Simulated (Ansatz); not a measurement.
Li$_{2}$S: from supercell energies to defect levels (H interstitial)

Level of theory: Ansatz 0.2.0, DFT PBEsol, scalar-relativistic, plane waves, PAW. Run with 420 eV cutoff, 2×2×2 k-mesh, shifted by half a step, Gaussian smearing of 0.01 eV, collinear spin in charge 0 alone.

Host crystal, relaxed:

```yaml
crystal:
  lattice:
    - [0.00000, 2.82744, 2.82744]
    - [2.82744, 0.00000, 2.82744]
    - [2.82744, 2.82744, 0.00000]
  atoms:
    - { symbol: Li, position: [0.75000, 0.75000, 0.75000] }
    - { symbol: Li, position: [0.25000, 0.25000, 0.25000] }
    - { symbol: S, position: [0.00000, 0.00000, 0.00000] }
```

The H interstitial was set at (0.500, 0.500, 0.500) of the host cell, in a supercell of 48 sites (723 Å³), relaxed at fixed cell in each charge q. The host's Kohn–Sham gap is 3.20 eV and its static dielectric constant 7.5 (mean). For each charge: the supercell's free energy over the neutral one with q electrons exchanged at the valence band top, F(q) − F(0) + qE_v; the image-charge term; and the term that aligns the potential far from the defect with the host's.

```tsv
q	F(q) − F(0) + qE_v (eV)	image charge (eV)	alignment (eV)
+1	-0.392	0.311	-0.027
0	0.000	0.000	0.000
-1	1.264	0.311	-0.097
```

Problem. Add the terms and find the levels between neighbouring charges, ε(q/q′) = [A(q′) − A(q)]/(q − q′), with and without the two corrections.

Solution. A(q): -0.108 eV for +1, 0.000 eV for 0, 1.477 eV for -1.
| level | corrected (eV over E_v) | uncorrected (eV) |
| --- | --- | --- |
| (+1/0) | 0.11 | 0.39 |
| (0/-1) | 1.48 | 1.26 |

As a check, a point charge in a simple cubic cell of this volume has q²αe²/(2εL) = 0.305 q² eV (e² = 14.40 eV Å, α = 2.837, L = 8.98 Å); the shape of the real cell can change it somewhat. The term grows as q², so it pushes donor levels down and acceptor levels up. The program doubts the alignment for q = +1, so levels beside it are uncertain by about that term.

Problem. Which of these charges is lowest with the Fermi level at the valence band top, at mid-gap and at the conduction band bottom?

Solution. The line A(q) + qE_F that lies lowest gives the charge: +1 at E_F = 0.00 eV, -1 at E_F = 1.60 eV, -1 at E_F = 3.20 eV. Charges beyond those computed could lie lower near the band edges.

Problem. The neutral defect forms at 1.94 eV with atoms taken from and returned to the elements. What are the formation energies at those three Fermi levels, and what share of sites would hold the defect at 1200 K with E_F at mid-gap, if the host still stood at that temperature?

Solution. E_f = E_f(0) + A(q) + qE_F = 1.83, 1.81, 0.21 eV. In the dilute limit the share is exp(−E_f/k_BT) = exp(−1.812/0.1034) = 2.5×10⁻⁸, leaving out degeneracy and vibrational entropy. This is the H-rich limit; a poorer supply of H, or a competing compound of it, raises E_f. The small cell and the narrow Kohn–Sham gap leave errors of tenths of an eV or more, which change the share by orders of magnitude.